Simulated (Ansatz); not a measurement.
## As, fcc: how the functional moves the structure

All rows: Ansatz, plane waves with scalar-relativistic PAW, 420 eV (500 eV for the SCAN forms), relaxed under each functional, no dispersion correction, no zero-point motion. B₀ comes from uniform scaling at fixed shape; a dash is a value not given.

```
functional  V (Å³/atom)         cell  B₀ (GPa)     magnetic state  ΔE to grey arsenic (A7) (meV/atom)
    r²SCAN        19.11  a = 4.244 Å        83  spin not included                                 760
    PBEsol        18.44  a = 4.194 Å        92  spin not included                                 483
       LDA        18.15  a = 4.171 Å        95  spin not included                                 501
    revPBE        19.63  a = 4.282 Å        74  spin not included                                 635
      RPBE        19.75  a = 4.291 Å        73  spin not included                                 663
      BLYP        21.44  a = 4.410 Å        60  spin not included                                 825
```

**Question.** What does PBE give?

**Answer.** V (Å³/atom): 19.34; cell: a = 4.261 Å; B₀ (GPa): 80; magnetic state: spin not included; ΔE to grey arsenic (A7) (meV/atom): 547.
